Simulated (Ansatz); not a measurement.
**Ge under changes of volume**

One of the cells (22.639 Å³/atom); the others are scaled copies at fixed shape and fractional positions:

```
Ge
1.0
     0.00000    2.82891    2.82891
     2.82891    0.00000    2.82891
     2.82891    2.82891    0.00000
Ge
2
Direct
  0.75000 0.75000 0.75000
  0.50000 0.50000 0.50000
```

| Quantity | Value |
| --- | --- |
| Program | Ansatz 0.2.0 |
| Functional | PBE |
| Potentials or basis | Ansatz PAW |
| Cutoff | 420 eV (not typed: the program's choice for these potentials) |
| k mesh | 8 × 8 × 8 |
| Occupations | fermi-dirac, width 0.05 eV |
| Spin | no spin polarisation |

```csv
volume (Å³/atom),energy over the lowest point (meV/atom),pressure (GPa)
21.281,65.63,9.0
21.733,43.11,7.0
22.186,?,?
22.639,13.63,3.6
23.092,5.38,2.2
23.545,0.97,0.9
23.997,0.00,-0.2
```

**Question.** What does the run at 22.186 Å³/atom give?

**Answer.** Energy over the lowest point 26.00 meV/atom; pressure 5.2 GPa.

Worked out: A Birch-Murnaghan fit of order 3 (a polynomial in V^(-2/3)) to the other rows has its minimum at 23.92 Å³/atom with B0 = V·E''(V) = 57 GPa and B' = 5.1. It gives 25.98 meV/atom at 22.186 Å³/atom, against the run's 26.00, and -dE/dV = 5.2 GPa, against 5.2.

Energies are extrapolated to zero smearing.
